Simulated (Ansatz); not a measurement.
# A series in volume per atom on Nb

Results calculated with Ansatz 0.2.0, not measured. Periodic Kohn-Sham DFT of a crystal at fixed atoms; pressure and stress are positive in compression; the energy is the free energy less that of spherical unpolarised free atoms; site moments are those in the method's own spheres, positive along +z.

Cell of the first row (space group Fm-3m, No. 225):
```
CELL_PARAMETERS angstrom
0.00000 2.07180 2.07180
2.07180 0.00000 2.07180
2.07180 2.07180 0.00000
ATOMIC_POSITIONS crystal
Nb 0.00000 0.00000 0.00000
```

Settings of every row: method all-electron LAPW; functional PBEsol; relativity scalar; k mesh 13x13x13; filling fermi-dirac; smearing width 0.08 eV; basis error target 0.25 meV/atom; nucleus gaussian.

Atom start moment: 0 on all atoms.

| row | volume per atom (Å³) | pressure (GPa) | energy less free atoms (eV/atom) |
| --- | --- | --- | --- |
| 1 | 17.786 | 3.853 | -10.5633 |
| 2 | 17.976 | 1.889 | -10.5667 |
| 3 | 18.165 | 0.015 | -10.5678 |
| 4 | 18.543 | -3.476 | -10.5637 |
| 5 | 18.733 | -5.1 | -10.5586 |
| 6 | 18.922 | ? | ? |
| 7 | 19.111 | -8.122 | -10.5429 |
| 8 | 19.3 | -9.525 | -10.5325 |
| 9 | 19.679 | -12.135 | -10.5069 |
| 10 | 19.868 | -13.345 | -10.4918 |
| 11 | 20.057 | -14.497 | -10.4754 |

Question: what pressure and energy less free atoms should row 6 give?

Worked fit of pressure. Take u = (V_r/V)^(2/3) − 1 with V_r = 18.922 Å³ an atom, which is twice the finite (Eulerian) strain; such expansions in the strain, on which the Birch-Murnaghan equation of state is built, carry the rest volume and the bulk modulus. The shown rows have u = 0.04214, 0.03478, 0.02759, 0.01358, 0.00671, -0.0066, -0.0131, -0.02581, -0.032, -0.03809. Least squares give pressure = −6.648 + 226.57 × u + 539.05 × u² GPa; a straight line predicts inner rows, each left out in turn, worse (root mean square 0.3 against 0.0039 GPa). The rows lie off it by -0.004, 0.005, 0.002, -0.004, 0.003, -0.002, -0.001, 0.002, 0.001, -0.001 (root mean square 0.0028 GPa). The pressure vanishes at u = 0.0275, or V = 18.17 Å³ an atom, and there the bulk modulus at fixed shape and fractions is B = −V dP/dV = (2/3)(1 + u) dP/du = 176 GPa. The withheld row has u = 0, so the fit gives −6.648 + 226.57 × (0) + 539.05 × (0)² = -6.648 GPa.

The calculation gave -6.647 GPa. The fit lies 0.001 GPa (0.0054 % of the column's range) below it, one unit of the last digit.

Worked fit of energy less free atoms. Take u = (V_r/V)^(2/3) − 1 with V_r = 18.922 Å³ an atom, which is twice the finite (Eulerian) strain; such expansions in the strain, on which the Birch-Murnaghan equation of state is built, carry the rest volume and the bulk modulus. The shown rows have u = 0.04214, 0.03478, 0.02759, 0.01358, 0.00671, -0.0066, -0.0131, -0.02581, -0.032, -0.03809. Least squares give energy less free atoms = −10.55164 − 1.1813 × u + 21.5 × u² eV/atom; a straight line predicts inner rows, each left out in turn, worse (root mean square 0.012 against 4.8e-05 eV/atom). The rows lie off it by -0.0001, 0.0000, 0.0001, 0.0000, 0.0000, 0.0000, 0.0000, -0.0001, 0.0000, 0.0001. Its lowest point lies at u = 0.0275, or V = 18.17 Å³ an atom, and the curvature there gives the bulk modulus at fixed shape and fractions, B = (4/9)(1 + u)² E″(u)/V = 178 GPa. The withheld row has u = 0, so the fit gives −10.55164 − 1.1813 × (0) + 21.5 × (0)² = -10.5516 eV/atom.

The calculation gave -10.5516 eV/atom. The fit meets it to the printed digit.
